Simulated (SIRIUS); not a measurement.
# Al (Fm-3m) in SIRIUS: a series of runs, part 2 of 3

SIRIUS 7.12.0. Earlier steps stand in the parts before.

### Step 4. Equation of state, LDA, 16.27 Å³/atom (volume scaled by 0.98)

Contents of sirius.json:

```json
{
  "control": {
    "processing_unit": "cpu",
    "std_evp_solver_name": "lapack",
    "gen_evp_solver_name": "lapack",
    "verbosity": 2,
    "print_forces": false,
    "ortho_rf": true,
    "use_second_variation": true,
    "rmt_max": 3.0,
    "num_bands_to_print": 12,
    "save_wf": true
  },
  "parameters": {
    "electronic_structure_method": "full_potential_lapwlo",
    "xc_functionals": ["XC_LDA_X", "XC_LDA_C_PW"],
    "core_relativity": "dirac",
    "valence_relativity": "koelling_harmon",
    "num_fv_states": 12,
    "smearing": "gaussian",
    "smearing_width": 0.0018374661,
    "pw_cutoff": 20,
    "gk_cutoff": 3.41,
    "lmax_apw": 10,
    "lmax_rho": 8,
    "lmax_pot": 8,
    "num_mag_dims": 0,
    "auto_rmt": 0,
    "ngridk": [11, 11, 11],
    "shiftk": [0, 0, 0],
    "num_dft_iter": 80,
    "energy_tol": 1e-07,
    "density_tol": 1e-05,
    "use_symmetry": true
  },
  "settings": {"tol_ne": 1e-10},
  "iterative_solver": {"type": "exact"},
  "mixer": {"type": "anderson", "beta": 0.5, "max_history": 8},
  "unit_cell": {
    "lattice_vectors": [
      [0.0, 0.707106781191, 0.707106781191],
      [0.707106781191, 0.0, 0.707106781191],
      [0.707106781191, 0.707106781191, 0.0]
    ],
    "atom_types": ["Al"],
    "atom_files": {"Al": "Al.json"},
    "atoms": {"Al": [[0.0, 0.0, 0.0]]},
    "lattice_vectors_scale": 5.37492524
  }
}
```

Contents of Al.json:

```json
{
  "name": "aluminium",
  "symbol": "Al",
  "number": 13,
  "mass": 26.9815386,
  "rmin": 1e-06,
  "rmt": 2.29,
  "nrmt": 800,
  "rinf": 20.43,
  "core": "1s",
  "valence": [
    {"basis": [{"enu": 0.06, "dme": 0, "n": 0, "auto": 0}, {"enu": 0.06, "dme": 1, "n": 0, "auto": 0}]},
    {"l": 0, "n": 1, "basis": [{"enu": 0.1173, "dme": 0, "n": 0, "auto": 0}]},
    {"l": 1, "n": 2, "basis": [{"enu": 0.16, "dme": 0, "n": 0, "auto": 0}]},
    {"l": 2, "n": 3, "basis": [{"enu": 0.16, "dme": 0, "n": 0, "auto": 0}]},
    {"l": 3, "n": 4, "basis": [{"enu": 0.16, "dme": 0, "n": 0, "auto": 0}]}
  ],
  "lo": [
    {
      "l": 0,
      "basis": [{"enu": 0.1173, "dme": 0, "n": 0, "auto": 0}, {"enu": 0.1173, "dme": 1, "n": 0, "auto": 0}]
    },
    {
      "l": 0,
      "basis": [{"enu": -3.685, "dme": 0, "n": 2, "auto": 1}, {"enu": -3.685, "dme": 1, "n": 2, "auto": 1}]
    },
    {
      "l": 0,
      "basis": [{"enu": -3.685, "dme": 1, "n": 2, "auto": 1}, {"enu": 0.1173, "dme": 0, "n": 0, "auto": 0}]
    },
    {
      "l": 0,
      "basis": [{"enu": 0.1173, "dme": 0, "n": 0, "auto": 0}, {"enu": 3.1684, "dme": 0, "n": 0, "auto": 0}]
    },
    {"l": 1, "basis": [{"enu": 0.16, "dme": 0, "n": 0, "auto": 0}, {"enu": 0.16, "dme": 1, "n": 0, "auto": 0}]},
    {
      "l": 1,
      "basis": [{"enu": -2.2997, "dme": 0, "n": 2, "auto": 1}, {"enu": -2.2997, "dme": 1, "n": 2, "auto": 1}]
    },
    {
      "l": 1,
      "basis": [{"enu": -2.2997, "dme": 1, "n": 2, "auto": 1}, {"enu": 0.16, "dme": 0, "n": 0, "auto": 0}]
    },
    {"l": 1, "basis": [{"enu": 0.16, "dme": 0, "n": 0, "auto": 0}, {"enu": 3.6687, "dme": 0, "n": 0, "auto": 0}]},
    {"l": 2, "basis": [{"enu": 0.16, "dme": 0, "n": 0, "auto": 0}, {"enu": 0.16, "dme": 1, "n": 0, "auto": 0}]},
    {"l": 2, "basis": [{"enu": 0.16, "dme": 1, "n": 0, "auto": 0}, {"enu": 0.16, "dme": 2, "n": 0, "auto": 0}]},
    {"l": 2, "basis": [{"enu": 0.16, "dme": 0, "n": 0, "auto": 0}, {"enu": 3.1348, "dme": 0, "n": 0, "auto": 0}]},
    {"l": 3, "basis": [{"enu": 0.16, "dme": 0, "n": 0, "auto": 0}, {"enu": 0.16, "dme": 1, "n": 0, "auto": 0}]}
  ],
  "free_atom": [... radial grid and density of the free atom, the start of the SCF ...]
}
```

Contents of sirius_start.json:

```json
{
  "control": {
    "processing_unit": "cpu",
    "std_evp_solver_name": "lapack",
    "gen_evp_solver_name": "lapack",
    "verbosity": 1,
    "print_forces": false,
    "ortho_rf": true,
    "use_second_variation": true,
    "rmt_max": 3.0,
    "num_bands_to_print": 12,
    "save_wf": false
  },
  "parameters": {
    "electronic_structure_method": "full_potential_lapwlo",
    "xc_functionals": ["XC_LDA_X", "XC_LDA_C_PW"],
    "core_relativity": "dirac",
    "valence_relativity": "koelling_harmon",
    "num_fv_states": 12,
    "smearing": "fermi_dirac",
    "smearing_width": 0.0055123983,
    "pw_cutoff": 20,
    "gk_cutoff": 2.72,
    "lmax_apw": 10,
    "lmax_rho": 8,
    "lmax_pot": 8,
    "num_mag_dims": 0,
    "auto_rmt": 0,
    "ngridk": [4, 4, 4],
    "shiftk": [0, 0, 0],
    "num_dft_iter": 30,
    "energy_tol": 0.01,
    "density_tol": 0.05,
    "use_symmetry": true
  },
  "settings": {"tol_ne": 1e-10},
  "iterative_solver": {"type": "exact"},
  "mixer": {"type": "anderson", "beta": 0.5, "max_history": 8},
  "unit_cell": {
    "lattice_vectors": [
      [0.0, 0.707106781191, 0.707106781191],
      [0.707106781191, 0.0, 0.707106781191],
      [0.707106781191, 0.707106781191, 0.0]
    ],
    "atom_types": ["Al"],
    "atom_files": {"Al": "Al.json"},
    "atoms": {"Al": [[0.0, 0.0, 0.0]]},
    "lattice_vectors_scale": 5.37492524
  }
}
```

Launch:

```bash
$ OMP_NUM_THREADS=1 sirius.scf --input=sirius_start.json --output=start.json
$ OMP_NUM_THREADS=1 sirius.scf --input=sirius.json --output=output.json --task=1
```

Wall time 11 s (1 thread of Arm Neoverse V1, shared host); peak memory 0.27 GiB.

The run converged. Its results:

* Free energy: -6583.1186 eV
* Band gap on the k mesh: none (metal or under the smearing width)
* All electrons inside the program's atomic spheres: Al 11.42 (radii Al 2.29 bohr)

### Step 5. Equation of state, LDA, 16.60 Å³/atom

sirius.json: that of step 4 with these lines changed.

```diff
@@ -40,5 +40,5 @@
     "lattice_vectors": [
-      [0.0, 0.707106781191, 0.707106781191],
-      [0.707106781191, 0.0, 0.707106781191],
-      [0.707106781191, 0.707106781191, 0.0]
+      [0.0, 0.707106781181, 0.707106781181],
+      [0.707106781181, 0.0, 0.707106781181],
+      [0.707106781181, 0.707106781181, 0.0]
     ],
@@ -47,3 +47,3 @@
     "atoms": {"Al": [[0.0, 0.0, 0.0]]},
-    "lattice_vectors_scale": 5.37492524
+    "lattice_vectors_scale": 5.4112434043
   }
```

Contents of Al.json:

```json
{
  "name": "aluminium",
  "symbol": "Al",
  "number": 13,
  "mass": 26.9815386,
  "rmin": 1e-06,
  "rmt": 2.29,
  "nrmt": 800,
  "rinf": 20.43,
  "core": "1s",
  "valence": [
    {"basis": [{"enu": 0.05, "dme": 0, "n": 0, "auto": 0}, {"enu": 0.05, "dme": 1, "n": 0, "auto": 0}]},
    {"l": 0, "n": 1, "basis": [{"enu": 0.1073, "dme": 0, "n": 0, "auto": 0}]},
    {"l": 1, "n": 2, "basis": [{"enu": 0.15, "dme": 0, "n": 0, "auto": 0}]},
    {"l": 2, "n": 3, "basis": [{"enu": 0.15, "dme": 0, "n": 0, "auto": 0}]},
    {"l": 3, "n": 4, "basis": [{"enu": 0.15, "dme": 0, "n": 0, "auto": 0}]}
  ],
  "lo": [
    {
      "l": 0,
      "basis": [{"enu": 0.1073, "dme": 0, "n": 0, "auto": 0}, {"enu": 0.1073, "dme": 1, "n": 0, "auto": 0}]
    },
    {
      "l": 0,
      "basis": [{"enu": -3.695, "dme": 0, "n": 2, "auto": 1}, {"enu": -3.695, "dme": 1, "n": 2, "auto": 1}]
    },
    {
      "l": 0,
      "basis": [{"enu": -3.695, "dme": 1, "n": 2, "auto": 1}, {"enu": 0.1073, "dme": 0, "n": 0, "auto": 0}]
    },
    {
      "l": 0,
      "basis": [{"enu": 0.1073, "dme": 0, "n": 0, "auto": 0}, {"enu": 3.1584, "dme": 0, "n": 0, "auto": 0}]
    },
    {"l": 1, "basis": [{"enu": 0.15, "dme": 0, "n": 0, "auto": 0}, {"enu": 0.15, "dme": 1, "n": 0, "auto": 0}]},
    {
      "l": 1,
      "basis": [{"enu": -2.3097, "dme": 0, "n": 2, "auto": 1}, {"enu": -2.3097, "dme": 1, "n": 2, "auto": 1}]
    },
    {
      "l": 1,
      "basis": [{"enu": -2.3097, "dme": 1, "n": 2, "auto": 1}, {"enu": 0.15, "dme": 0, "n": 0, "auto": 0}]
    },
    {"l": 1, "basis": [{"enu": 0.15, "dme": 0, "n": 0, "auto": 0}, {"enu": 3.6587, "dme": 0, "n": 0, "auto": 0}]},
    {"l": 2, "basis": [{"enu": 0.15, "dme": 0, "n": 0, "auto": 0}, {"enu": 0.15, "dme": 1, "n": 0, "auto": 0}]},
    {"l": 2, "basis": [{"enu": 0.15, "dme": 1, "n": 0, "auto": 0}, {"enu": 0.15, "dme": 2, "n": 0, "auto": 0}]},
    {"l": 2, "basis": [{"enu": 0.15, "dme": 0, "n": 0, "auto": 0}, {"enu": 3.1248, "dme": 0, "n": 0, "auto": 0}]},
    {"l": 3, "basis": [{"enu": 0.15, "dme": 0, "n": 0, "auto": 0}, {"enu": 0.15, "dme": 1, "n": 0, "auto": 0}]}
  ],
  "free_atom": [... radial grid and density of the free atom, the start of the SCF ...]
}
```

sirius_start.json: that of step 4 with these lines changed.

```diff
@@ -40,5 +40,5 @@
     "lattice_vectors": [
-      [0.0, 0.707106781191, 0.707106781191],
-      [0.707106781191, 0.0, 0.707106781191],
-      [0.707106781191, 0.707106781191, 0.0]
+      [0.0, 0.707106781181, 0.707106781181],
+      [0.707106781181, 0.0, 0.707106781181],
+      [0.707106781181, 0.707106781181, 0.0]
     ],
@@ -47,3 +47,3 @@
     "atoms": {"Al": [[0.0, 0.0, 0.0]]},
-    "lattice_vectors_scale": 5.37492524
+    "lattice_vectors_scale": 5.4112434043
   }
```

Launch:

```bash
$ OMP_NUM_THREADS=1 sirius.scf --input=sirius_start.json --output=start.json
$ OMP_NUM_THREADS=1 sirius.scf --input=sirius.json --output=output.json --task=1
```

It took 11 s on 1 thread of Arm Neoverse V1, shared host; peak memory 0.28 GiB.

Results (log left out):

| Property | Result |
| --- | --- |
| Free energy | -6583.1130 eV |
| Band gap on the k mesh | none (metal or under the smearing width) |
| All electrons inside the program's atomic spheres | Al 11.40 (radii Al 2.29 bohr) |

### Step 6. Equation of state, LDA, 16.93 Å³/atom (volume scaled by 1.02)

sirius.json: that of step 5 with these lines changed.

```diff
@@ -40,5 +40,5 @@
     "lattice_vectors": [
-      [0.0, 0.707106781181, 0.707106781181],
-      [0.707106781181, 0.0, 0.707106781181],
-      [0.707106781181, 0.707106781181, 0.0]
+      [0.0, 0.707106781183, 0.707106781183],
+      [0.707106781183, 0.0, 0.707106781183],
+      [0.707106781183, 0.707106781183, 0.0]
     ],
@@ -47,3 +47,3 @@
     "atoms": {"Al": [[0.0, 0.0, 0.0]]},
-    "lattice_vectors_scale": 5.4112434043
+    "lattice_vectors_scale": 5.4470804976
   }
```

Al.json is that of step 5.

sirius_start.json: that of step 5 with these lines changed.

```diff
@@ -40,5 +40,5 @@
     "lattice_vectors": [
-      [0.0, 0.707106781181, 0.707106781181],
-      [0.707106781181, 0.0, 0.707106781181],
-      [0.707106781181, 0.707106781181, 0.0]
+      [0.0, 0.707106781183, 0.707106781183],
+      [0.707106781183, 0.0, 0.707106781183],
+      [0.707106781183, 0.707106781183, 0.0]
     ],
@@ -47,3 +47,3 @@
     "atoms": {"Al": [[0.0, 0.0, 0.0]]},
-    "lattice_vectors_scale": 5.4112434043
+    "lattice_vectors_scale": 5.4470804976
   }
```

Potentials or basis: all-electron FP-LAPW (Koelling-Harmon valence), apw+lo standard.

Launch:

```bash
$ OMP_NUM_THREADS=1 sirius.scf --input=sirius_start.json --output=start.json
$ OMP_NUM_THREADS=1 sirius.scf --input=sirius.json --output=output.json --task=1
```

Run time: 11 s. Hardware: 1 thread of Arm Neoverse V1, shared host; peak memory 0.28 GiB.

It converged, with:

```yaml
Free_energy: -6583.1045 eV
Band_gap_on_the_k_mesh: none (metal or under the smearing width)
All_electrons_inside_the_program's_atomic_spheres: Al 11.38 (radii Al 2.29 bohr)
```

### Step 7. Equation of state, LDA, 17.27 Å³/atom (volume scaled by 1.04)

sirius.json: that of step 6 with these lines changed.

```diff
@@ -40,5 +40,5 @@
     "lattice_vectors": [
-      [0.0, 0.707106781183, 0.707106781183],
-      [0.707106781183, 0.0, 0.707106781183],
-      [0.707106781183, 0.707106781183, 0.0]
+      [0.0, 0.707106781189, 0.707106781189],
+      [0.707106781189, 0.0, 0.707106781189],
+      [0.707106781189, 0.707106781189, 0.0]
     ],
@@ -47,3 +47,3 @@
     "atoms": {"Al": [[0.0, 0.0, 0.0]]},
-    "lattice_vectors_scale": 5.4470804976
+    "lattice_vectors_scale": 5.4824521415
   }
```

Contents of Al.json:

```json
{
  "name": "aluminium",
  "symbol": "Al",
  "number": 13,
  "mass": 26.9815386,
  "rmin": 1e-06,
  "rmt": 2.29,
  "nrmt": 800,
  "rinf": 20.43,
  "core": "1s",
  "valence": [
    {"basis": [{"enu": 0.04, "dme": 0, "n": 0, "auto": 0}, {"enu": 0.04, "dme": 1, "n": 0, "auto": 0}]},
    {"l": 0, "n": 1, "basis": [{"enu": 0.0973, "dme": 0, "n": 0, "auto": 0}]},
    {"l": 1, "n": 2, "basis": [{"enu": 0.14, "dme": 0, "n": 0, "auto": 0}]},
    {"l": 2, "n": 3, "basis": [{"enu": 0.14, "dme": 0, "n": 0, "auto": 0}]},
    {"l": 3, "n": 4, "basis": [{"enu": 0.14, "dme": 0, "n": 0, "auto": 0}]}
  ],
  "lo": [
    {
      "l": 0,
      "basis": [{"enu": 0.0973, "dme": 0, "n": 0, "auto": 0}, {"enu": 0.0973, "dme": 1, "n": 0, "auto": 0}]
    },
    {
      "l": 0,
      "basis": [{"enu": -3.705, "dme": 0, "n": 2, "auto": 1}, {"enu": -3.705, "dme": 1, "n": 2, "auto": 1}]
    },
    {
      "l": 0,
      "basis": [{"enu": -3.705, "dme": 1, "n": 2, "auto": 1}, {"enu": 0.0973, "dme": 0, "n": 0, "auto": 0}]
    },
    {
      "l": 0,
      "basis": [{"enu": 0.0973, "dme": 0, "n": 0, "auto": 0}, {"enu": 3.1484, "dme": 0, "n": 0, "auto": 0}]
    },
    {"l": 1, "basis": [{"enu": 0.14, "dme": 0, "n": 0, "auto": 0}, {"enu": 0.14, "dme": 1, "n": 0, "auto": 0}]},
    {
      "l": 1,
      "basis": [{"enu": -2.3197, "dme": 0, "n": 2, "auto": 1}, {"enu": -2.3197, "dme": 1, "n": 2, "auto": 1}]
    },
    {
      "l": 1,
      "basis": [{"enu": -2.3197, "dme": 1, "n": 2, "auto": 1}, {"enu": 0.14, "dme": 0, "n": 0, "auto": 0}]
    },
    {"l": 1, "basis": [{"enu": 0.14, "dme": 0, "n": 0, "auto": 0}, {"enu": 3.6487, "dme": 0, "n": 0, "auto": 0}]},
    {"l": 2, "basis": [{"enu": 0.14, "dme": 0, "n": 0, "auto": 0}, {"enu": 0.14, "dme": 1, "n": 0, "auto": 0}]},
    {"l": 2, "basis": [{"enu": 0.14, "dme": 1, "n": 0, "auto": 0}, {"enu": 0.14, "dme": 2, "n": 0, "auto": 0}]},
    {"l": 2, "basis": [{"enu": 0.14, "dme": 0, "n": 0, "auto": 0}, {"enu": 3.1148, "dme": 0, "n": 0, "auto": 0}]},
    {"l": 3, "basis": [{"enu": 0.14, "dme": 0, "n": 0, "auto": 0}, {"enu": 0.14, "dme": 1, "n": 0, "auto": 0}]}
  ],
  "free_atom": [... radial grid and density of the free atom, the start of the SCF ...]
}
```

sirius_start.json: that of step 6 with these lines changed.

```diff
@@ -40,5 +40,5 @@
     "lattice_vectors": [
-      [0.0, 0.707106781183, 0.707106781183],
-      [0.707106781183, 0.0, 0.707106781183],
-      [0.707106781183, 0.707106781183, 0.0]
+      [0.0, 0.707106781189, 0.707106781189],
+      [0.707106781189, 0.0, 0.707106781189],
+      [0.707106781189, 0.707106781189, 0.0]
     ],
@@ -47,3 +47,3 @@
     "atoms": {"Al": [[0.0, 0.0, 0.0]]},
-    "lattice_vectors_scale": 5.4470804976
+    "lattice_vectors_scale": 5.4824521415
   }
```

Launch:

```bash
$ OMP_NUM_THREADS=1 sirius.scf --input=sirius_start.json --output=start.json
$ OMP_NUM_THREADS=1 sirius.scf --input=sirius.json --output=output.json --task=1
```

Run time: 11 s. Hardware: 1 thread of Arm Neoverse V1, shared host; peak memory 0.28 GiB.

It converged, with:

| Property | Result |
| --- | --- |
| Free energy | -6583.0935 eV |
| Band gap on the k mesh | none (metal or under the smearing width) |
| All electrons inside the program's atomic spheres | Al 11.36 (radii Al 2.29 bohr) |

### Step 8. Equation of state, LDA, 17.60 Å³/atom (volume scaled by 1.06)

sirius.json: that of step 7 with these lines changed.

```diff
@@ -40,5 +40,5 @@
     "lattice_vectors": [
-      [0.0, 0.707106781189, 0.707106781189],
-      [0.707106781189, 0.0, 0.707106781189],
-      [0.707106781189, 0.707106781189, 0.0]
+      [0.0, 0.707106781184, 0.707106781184],
+      [0.707106781184, 0.0, 0.707106781184],
+      [0.707106781184, 0.707106781184, 0.0]
     ],
@@ -47,3 +47,3 @@
     "atoms": {"Al": [[0.0, 0.0, 0.0]]},
-    "lattice_vectors_scale": 5.4824521415
+    "lattice_vectors_scale": 5.5173731602
   }
```

Al.json is that of step 7.

sirius_start.json: that of step 7 with these lines changed.

```diff
@@ -40,5 +40,5 @@
     "lattice_vectors": [
-      [0.0, 0.707106781189, 0.707106781189],
-      [0.707106781189, 0.0, 0.707106781189],
-      [0.707106781189, 0.707106781189, 0.0]
+      [0.0, 0.707106781184, 0.707106781184],
+      [0.707106781184, 0.0, 0.707106781184],
+      [0.707106781184, 0.707106781184, 0.0]
     ],
@@ -47,3 +47,3 @@
     "atoms": {"Al": [[0.0, 0.0, 0.0]]},
-    "lattice_vectors_scale": 5.4824521415
+    "lattice_vectors_scale": 5.5173731602
   }
```

Launch:

```bash
$ OMP_NUM_THREADS=1 sirius.scf --input=sirius_start.json --output=start.json
$ OMP_NUM_THREADS=1 sirius.scf --input=sirius.json --output=output.json --task=1
```

Run time: 11 s. Hardware: 1 thread of Arm Neoverse V1, shared host; peak memory 0.28 GiB.

It converged, with:

* Free energy: -6583.0803 eV
* Band gap on the k mesh: none (metal or under the smearing width)
* All electrons inside the program's atomic spheres: Al 11.35 (radii Al 2.29 bohr)

### Step 9. Equation of state, LDA

Potentials or basis: all-electron FP-LAPW (Koelling-Harmon valence), apw+lo standard.

This step only gathers the single runs of the series.

What came out:

```yaml
Equilibrium_volume: 15.87 Å³/atom
Bulk_modulus: 84 GPa
Pressure_derivative_of_the_bulk_modulus: 4.5
```

Energy against volume, from the lowest point:
| volume (Å³/atom) | energy (meV/atom) |
| --- | --- |
| 15.607 | 1.05 |
| 15.939 | 0.00 |
| 16.271 | 2.46 |
| 16.603 | 8.09 |
| 16.935 | 16.59 |
| 17.267 | 27.55 |
| 17.599 | 40.78 |

(Part 2 of 3 ends here.)
